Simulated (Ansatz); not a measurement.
Equation of state of silver, bcc

These are results of DFT, RPBE, plane waves (420 eV) with PAW, scalar-relativistic (Ansatz), not measurements. The PAW files were generated under PBE, with cores re-solved for the functional.

The cell is scaled uniformly from the relaxed one, with fractional coordinates and shape fixed. Energies are extrapolated to zero smearing, pressures are those at the given smearing. Magnetic state: spin not included.

```json
{"V (Å³/atom)": "16.632", "E − E₀ (meV/atom)": "76.7", "P (GPa)": "12.87"}
{"V (Å³/atom)": "17.388", "E − E₀ (meV/atom)": "29.8", "P (GPa)": "7.25"}
{"V (Å³/atom)": "18.144", "E − E₀ (meV/atom)": "6.1", "P (GPa)": "2.97"}
{"V (Å³/atom)": "18.900", "E − E₀ (meV/atom)": "0.1", "P (GPa)": "-0.28"}
{"V (Å³/atom)": "19.656", "E − E₀ (meV/atom)": "7.5", "P (GPa)": "-2.75"}
{"V (Å³/atom)": "20.412", "E − E₀ (meV/atom)": "25.0", "P (GPa)": "-4.61"}
{"V (Å³/atom)": "21.168", "E − E₀ (meV/atom)": "50.2", "P (GPa)": "-6.00"}
```

Fit a third-order Birch-Murnaghan equation.

V₀ = 18.83 Å³/atom, B₀ = 72 GPa, B₀′ = 5.9.
